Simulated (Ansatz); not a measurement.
# Ti: what symmetry allows forces and stress to be

```
CELL_PARAMETERS angstrom
4.56737 0.00000 0.00000
-2.28369 3.95546 0.00000
0.00000 0.00000 2.82624
ATOMIC_POSITIONS crystal
Ti 0.00000 0.00000 0.07961
Ti 0.33333 0.66667 0.50000
Ti 0.66667 0.33333 0.50000
```

These are results of DFT PBE, scalar-relativistic, plane waves, PAW (Ansatz), not measurements.

Cutoff 420 eV; k points 9×9×14 on the computed 3-atom cell (Γ-centred); Gaussian smearing, width 0.10 eV; no spin polarisation.

This distorted cell has space group P6mm, with 12 operations.

Task: Without a calculation: in which directions can each atom feel a force?

Result: A force must be left unchanged by every operation that keeps its atom in place, so it lies in the space that those operations leave fixed. Atoms that the group maps onto each other feel forces of one size.
```json
{"atom": "Ti1", "site symmetry": "6mm", "operations at the site": "12", "equivalent to atom": "1", "allowed force (Cartesian)": "along (0.00, 0.00, 1.00)"}
{"atom": "Ti2", "site symmetry": "3m.", "operations at the site": "6", "equivalent to atom": "2", "allowed force (Cartesian)": "along (0.00, 0.00, 1.00)"}
{"atom": "Ti3", "site symmetry": "3m.", "operations at the site": "6", "equivalent to atom": "2", "allowed force (Cartesian)": "along (0.00, 0.00, 1.00)"}
```

That leaves 2 independent force components of 9, tied by 1 condition that the forces sum to zero, so 1 remains. A relaxation in this cell that keeps the symmetry moves the atoms in these directions alone.

Task: And the stress tensor?

Result: It must be invariant under the point group, which leaves 2 independent components: yz, xz, xy vanish; xx = yy.

Task: Do the computed values obey this?

Result: Yes. Forces (eV/Å):
```
Ti1  0.000  0.000 -1.214
Ti2  0.000  0.000  0.607
Ti3  0.000  0.000  0.607
```

Stress (GPa, compression positive, xx yy zz yz xz xy): 1.63 1.63 1.19 0.00 0.00 0.00. The program imposes the same operations on density, forces and stress, so this confirms the analysis and is no independent test of the calculation.

This form isn't the element's structure at ambient conditions.